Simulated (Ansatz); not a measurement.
Crystal: CuAu.

```xyz
2
Lattice="1.4431 0.8331 4.2562 -1.4431 0.8331 4.2562 0.0000 -1.6663 4.2562" Properties=species:S:1:pos:R:3 pbc="T T T"
Au    0.0000    0.0000    0.0000
Cu    0.0000    0.0000    6.3843
```

The cell comes from a database or a generator and needn't be the stable form of this composition.

Base run:

| Property | Result |
| --- | --- |
| Program | Ansatz 0.2.0 |
| Functional | PBEsol |
| Potentials or basis | Ansatz PAW |
| Cutoff | 420 eV |
| Density cutoff | 1680 eV |
| k mesh | 11 × 11 × 11 |
| Occupations | fermi-dirac, width 0.05 eV |
| Spin | no spin polarisation |

Its results: band gap on the k mesh none (metal or under the smearing width); pressure -8.1 GPa.

Task: The run is repeated on the same cell with these changes: spin from no spin polarisation to spin-orbit coupling, no magnetisation; potential files from those of the base run to others of the same set. What comes out?

Result: Band gap on the k mesh none (metal or under the smearing width); pressure -9.0 GPa.

Caveats: the PAW data sets come from PBE, with cores solved anew for the run's functional, which leaves a small shift of forces and pressure.

Not every run made on this cell is shown here.
